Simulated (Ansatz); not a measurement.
MgB2, 3 atoms in the cell. The structure is hexagonal, space group P6/mmm (No. 191). The conventional cell has a = 3.085 Å, b = 3.085 Å, c = 3.523 Å, α = 90.00°, β = 90.00°, γ = 120.00°. Mg (site symmetry 6/mmm) is surrounded by 12 B at 2.51 Å. B (site symmetry -6m2) has 3 B at 1.78 Å as nearest neighbours. 

- Program: Ansatz 0.2.0
- Task: relaxation of cell and atoms
- Functional: PBEsol
- Potentials or basis: Ansatz PAW
- Cutoff: 420 eV (not typed: the program's choice for these potentials)
- k mesh: 10 × 10 × 8
- Occupations: fermi-dirac, width 0.05 eV
- Spin: no spin polarisation
- Target pressure: 20 GPa
- Target pressure (GPa): 20

Potentials or basis: Ansatz PAW.

Command:

```console
$ ansatz run input.yaml --threads 2 --pin off --max-ram 5632MiB --backend cpu --events-out ev --progress --plain --runs-dir out
```

Hardware: 2 threads of Arm Neoverse V1, with other jobs on the host.

How long does it take, and how much memory?

It took 7.5 s on 2 threads of Arm Neoverse V1, with other jobs on the host, peak memory 0.3 GiB. Counts: scf iterations 32, plane waves 503, k points 70, bands 12, ion steps 8.
